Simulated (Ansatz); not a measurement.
# SiC: a trigonal deformation path

The task here is to estimate one member of a computed series from the others.

The COD entry's cell or inner coordinates are ideal or old and differ from later refinements, so a difference from it is no clean test against experiment.

Program: Ansatz 0.2.0. Level of theory: DFT r2SCAN, scalar-relativistic, plane waves, PAW. These are calculated values, not measurements.

## The structure to begin with

The structure is cubic, space group F-43m (No. 216). The conventional cell has a = 4.348 Å, b = 4.348 Å, c = 4.348 Å, α = 90.00°, β = 90.00°, γ = 90.00°. Si (site symmetry -43m) is surrounded by 4 C at 1.88 Å. C (site symmetry -43m) is surrounded by 4 Si at 1.88 Å.

Coordinates:

```cif
data_structure
_symmetry_space_group_name_H-M 'P 1'
_symmetry_Int_Tables_number 1
_cell_length_a 3.0745
_cell_length_b 3.0745
_cell_length_c 3.0745
_cell_angle_alpha 60.000
_cell_angle_beta 60.000
_cell_angle_gamma 60.000
_cell_volume 20.55
loop_
_atom_site_label
_atom_site_type_symbol
_atom_site_fract_x
_atom_site_fract_y
_atom_site_fract_z
_atom_site_occupancy
Si1 Si 0.00000 0.00000 0.00000 1
C1 C 0.75000 0.75000 0.75000 1
```

The cell is taken as given, not relaxed at this level.

The first run:

At fixed volume and fractional coordinates, lengths along (0.577, 0.577, 0.577) are scaled against those across it; ρ is that ratio over its starting value.

The input, input.yaml:

```yaml
crystal:
  lattice:
    - [-0.9130227875, 1.826045575, 1.826045575]
    - [1.826045575, -0.9130227875, 1.826045575]
    - [1.826045575, 1.826045575, -0.9130227875]
  atoms:
    - { symbol: Si, position: [0.0, 0.0, 0.0] }
    - { symbol: C, position: [0.75, 0.75, 0.75] }
basis:
  ecutwfc: 500
kpoints:
  mp_grid: { grid: [12, 12, 12] }
hamiltonian:
  xc: r2scan
scf:
  occupations: { method: gaussian, width: 0.05 }
output:
  forces: true
  stress: true
  eigenvalues: true
```

Run with:

```sh
$ ansatz run input.yaml --threads 1 --pin off --max-ram 2560MiB --backend cpu --events-out ev --progress --plain --runs-dir out
```

Steps of the session up to this table: At ρ = 0.500; At ρ = 2.000; At ρ = 0.710; ρ = 1.410; Point ρ = 0.600; ρ = 0.850; At ρ = 1.200; At ρ = 1.700; ρ = 0.930; Point ρ = 1.080.

One of the session's tables, all rows but one given; the rest of the session is left out.

The scan, with free energies counted from the undisturbed cell:

```
    ρ  ΔE (meV/atom)  pressure (GPa)  gap on the mesh (eV)
0.500         8222.5           193.5                  0.00
0.600         4120.1           105.0                  0.00
0.710         1719.1            46.1                  0.44
0.850          353.6            10.6                  1.01
0.930           67.3             3.1                  1.40
1.000            0.0             1.3                  1.71
1.080           70.4             3.1                  1.44
1.200              ?               ?                     ?
1.410         1215.7            31.9                  0.00
1.700         2276.7            56.8                  0.00
2.000         3078.3            73.1                  0.00
```

Estimate the missing values for ρ = 1.200.

Worked estimate for «ΔE (meV/atom)». A straight line through the neighbours (1.080, 70.4) and (1.410, 1215.7) gives 70.4 + (1215.7 − 70.4) × (1.200 − 1.080) / (1.410 − 1.080) = 486.9; a parabola fitted to 4 rows on both sides gives 498.6.

As computed: ΔE (meV/atom): 376.7; pressure (GPa): 10.8; gap on the mesh (eV): 0.77. In «ΔE (meV/atom)» the line misses by +110.2 and the parabola by +121.9.

Where the gap reads zero, the mesh chosen for the insulator is on the coarse side.
